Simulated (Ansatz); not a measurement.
# Bi$_{2}$Te$_{3}$ (R-3m)

The calculation used DFT r2SCAN, scalar-relativistic, plane waves, PAW (Ansatz).

Plane waves to 500 eV, a k mesh through Γ of 12×12×12 on the computed 5-atom cell and Gaussian smearing (0.02 eV); no spin polarisation.

The structure is relaxed at this level of theory with its symmetry kept.

```yaml
crystal:
  lattice:
    - [2.20935, 1.27557, 10.77308]
    - [-2.20935, 1.27557, 10.77308]
    - [0.00000, -2.55114, 10.77308]
  atoms:
    - { symbol: Bi, position: [0.39683, 0.39683, 0.39683] }
    - { symbol: Bi, position: [0.60317, 0.60317, 0.60317] }
    - { symbol: Te, position: [0.00000, 0.00000, 0.00000] }
    - { symbol: Te, position: [0.21708, 0.21708, 0.21708] }
    - { symbol: Te, position: [0.78292, 0.78292, 0.78292] }
```

```
Space group                                                                                                                                 : R-3m (No. 166)
Volume per atom                                                                                                                             : 36.43 Å³
Formation energy from the elements' standard states (uncorrected)                                                                           : -0.272 eV/atom
Generalised Kohn–Sham band gap                                                                                                              : 0.88 eV, direct at Γ
Löwdin character of the top 1 eV of the valence band                                                                                        : Te 5p 89 %
Löwdin character of the lowest 1 eV of the conduction band                                                                                  : Bi 6p 59 %, Te 5p 30 %, unprojected 4 %
Electron masses at the edge by Cartesian direction of the standard setting (m_e; degenerate bands sorted by energy; no spin-orbit coupling) : x: 0.095; y: 0.095; z: 0.69
Hole masses at the edge by Cartesian direction of the standard setting (m_e; degenerate bands sorted by energy; no spin-orbit coupling)     : x: 0.30; y: 0.30; z: 0.60
Bader charges (e)                                                                                                                           : Bi (2 in the cell) 0.79, Te (1 in the cell) -0.69, Te (2 in the cell) -0.45
```

Spin-orbit coupling is left out, which matters for the bands of heavy elements. Each cell of Bi2Te3 holds layers, and where no dispersion correction was added their binding is poorly described.

Cost: 3 runs of about 21 core-minutes in all, on Arm Neoverse V1 (shared hosts).